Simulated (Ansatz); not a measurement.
# AlN: the cost of one run

All numbers below are computed with Ansatz 0.2.0 (DFT PBE, scalar-relativistic, plane waves, PAW).

## Step 1: The starting structure

The cell holds 14 atoms (Al7N7): a = 5.226 Å, b = 5.611 Å, c = 5.505 Å, α = 86.11°, β = 90.29°, γ = 88.41°.

It is the last frame of an earlier stage of the same melt, run at 1520 K.

Coordinates:

```cif
data_structure
_symmetry_space_group_name_H-M 'P 1'
_symmetry_Int_Tables_number 1
_cell_length_a 5.2260
_cell_length_b 5.6114
_cell_length_c 5.5052
_cell_angle_alpha 86.112
_cell_angle_beta 90.285
_cell_angle_gamma 88.408
_cell_volume 161.00
loop_
_atom_site_label
_atom_site_type_symbol
_atom_site_fract_x
_atom_site_fract_y
_atom_site_fract_z
_atom_site_occupancy
Al1 Al 0.42782 0.71191 0.21836 1
Al2 Al 0.03322 0.47894 0.49000 1
Al3 Al 0.93820 0.02592 0.73708 1
Al4 Al 0.45403 0.23693 0.12189 1
Al5 Al 0.99558 0.52370 0.98139 1
Al6 Al 0.45216 0.09125 0.70028 1
Al7 Al 0.91491 0.05025 0.24739 1
N1 N 0.10484 0.72960 0.72406 1
N2 N 0.22705 0.44528 0.23078 1
N3 N 0.80065 0.71310 0.26516 1
N4 N 0.38161 0.76953 0.83520 1
N5 N 0.74602 0.17924 0.98447 1
N6 N 0.19892 0.26708 0.79440 1
N7 N 0.78573 0.21181 0.49926 1
```

## Step 2: Stage at 300 K

One k point, a Fermi-Dirac width of 0.050 eV and a fixed cell.

The input, input.yaml:

```yaml
crystal:
  lattice:
    - [5.225388, 0.075452, -0.014681]
    - [0.075452, 5.607676, 0.188637]
    - [-0.014681, 0.188637, 5.501923]
  atoms:
    - { symbol: Al, position: [0.4278186939, 0.7119060753, 0.218361901] }
    - { symbol: Al, position: [0.0332174925, 0.4789363149, 0.4900045034] }
    - { symbol: Al, position: [0.9382041339, 0.025921503, 0.7370839529] }
    - { symbol: Al, position: [0.4540262559, 0.236927783, 0.1218886239] }
    - { symbol: Al, position: [0.9955812266, 0.5236991163, 0.9813886009] }
    - { symbol: Al, position: [0.4521575121, 0.0912532415, 0.7002767681] }
    - { symbol: Al, position: [0.9149071273, 0.0502498849, 0.2473856813] }
    - { symbol: "N", position: [0.1048365206, 0.7295966859, 0.7240558746] }
    - { symbol: "N", position: [0.2270531971, 0.4452813163, 0.2307814471] }
    - { symbol: "N", position: [0.8006472233, 0.7131022836, 0.2651627335] }
    - { symbol: "N", position: [0.3816088693, 0.7695342082, 0.8352042468] }
    - { symbol: "N", position: [0.7460243167, 0.1792373774, 0.9844734375] }
    - { symbol: "N", position: [0.19892471, 0.2670798677, 0.7944006585] }
    - { symbol: "N", position: [0.7857250356, 0.2118097545, 0.4992552527] }
  symmetry: { detect: false }
basis:
  ecutwfc: 420
  xc_grid: 1
kpoints:
  mp_grid: { grid: [1, 1, 1], shift: [0.0, 0.0, 0.0] }
hamiltonian:
  xc: pbe
scf:
  occupations: { method: fermi_dirac, width: 0.05 }
  lower_state_search: "off"
  convergence: { dr2_threshold: 1.0e-05 }
output:
  forces: true
  stress: true
md:
  timestep: 2.0
  n_steps: 250
  ensemble: nvt_langevin
  friction: 0.03
  temperature: 300.0
  initial_velocities: maxwell_boltzmann
  seed: 27173
```

The run is started by

```bash
$ ansatz run input.yaml --threads 2 --pin off --max-ram 5120MiB --backend cpu --events-out ev --progress --plain --runs-dir out
```

Q: Estimate wall time and peak memory on 2 threads of Arm Neoverse V1, shared host.

About 71 s, with a peak of 0.29 GiB.
